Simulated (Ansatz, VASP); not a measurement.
**TaAs: VASP beside Ansatz**

```
CELL_PARAMETERS angstrom
-1.72181 1.72181 5.86794
1.72181 -1.72181 5.86794
1.72181 1.72181 -5.86794
ATOMIC_POSITIONS crystal
Ta 0.49997 0.49997 0.00000
Ta 0.24997 0.74997 0.50000
As 0.08263 0.08263 0.00000
As 0.83263 0.33263 0.50000
```

Change from the starting cell: strain = 0.0.

Alike in both runs: task single point; functional PBE; k mesh 8 × 8 × 8; occupations fermi-dirac, width 0.05 eV; no spin polarisation.

|  | VASP | Ansatz |
| --- | --- | --- |
| version | VASP 6.6.1 | Ansatz 0.2.0 |
| potentials or method | VASP PAW PBE potentials, release 64 (Ta_pv, As) | Ansatz PAW |
| plane-wave cutoff (eV) | 520 | 420 |
| valence electrons in the cell | 32 | 56 |

VASP gave:

| Property | Result |
| --- | --- |
| gap on the k mesh at the Fermi level (eV) | none |
| pressure (GPa) | 2.6 |
| largest component of the traceless stress (GPa) | 0.52 |
| rms of the force components (eV/Å) | 0.016 |

Question: What did Ansatz give for the same quantities?

Answer: gap on the k mesh at the Fermi level (eV): none; pressure (GPa): 2.2; largest component of the traceless stress (GPa): 0.45; rms of the force components (eV/Å): 0.015.

Atom by atom the forces differ by 0.001 eV/Å (rms over components). A gap of «none» marks a metal or a gap that the smearing closes. The two sets of potentials don't hold the same shells in valence.

The runs have no spin-orbit coupling, so splittings on Ta are missing.
